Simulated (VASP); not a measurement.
Runs of VASP 6.6.1 on TePb. It takes space group Fm-3m (No. 225, cubic). The conventional cell has a = 6.444 Å, b = 6.444 Å, c = 6.444 Å, α = 90.00°, β = 90.00°, γ = 90.00°. Te (site symmetry m-3m) has 6 Pb at 3.22 Å as nearest neighbours. Pb (site symmetry m-3m) has 6 Te at 3.22 Å as nearest neighbours. 

```csv
task,level,cell,k mesh,cutoff (eV),target pressure,grid for exact exchange (PRECFOCK),exchange at q = 0,screening parameter,share of exact exchange,gap on the mesh (eV),pressure (GPa)
relaxation of cell and atoms,PBEsol,relaxed,8 × 8 × 8,600,-,-,-,-,-,(b),0.0
relaxation of cell and atoms,r2SCAN,relaxed to 0.85 GPa,8 × 8 × 8,600,0.85 GPa,-,-,-,-,1.05,0.9
band structure,PBE0,"Fm-3m, 33.44 Å³/atom",6 × 6 × 6,520,-,Fast,truncated,-,-,1.59,1.4
band structure,HSE06,"Fm-3m, 33.44 Å³/atom",6 × 6 × 6,520,-,Fast,-,0.2 1/A,-,(a),1.4
band structure,PBE-EpsX,"Fm-3m, 33.44 Å³/atom",6 × 6 × 6,520,-,Fast,truncated,-,0.0334,0.83,2.4
```

Alike in all rows: potentials or basis VASP PAW PBE potentials, release 64 (Te, Pb_d); no spin polarisation; smearing gaussian 0.03 eV.

Question: Fill in the values left out.

Answer: (a) 1.07; (b) 0.65.

Caveats: the PAW data sets were made with another functional, which shifts forces and pressure a little; spin-orbit coupling is left out, which as a rule narrows the gap of such compounds by several tenths of an eV; the relaxation stopped at its first step, so nothing moved (some runs); the cell is relaxed towards a set pressure, so the enthalpy falls and the energy may rise (some runs).

A k mesh can miss the band edges, and the runs leave out spin-orbit coupling on Pb, Te.

Runs at the PBE level aren't shown here.
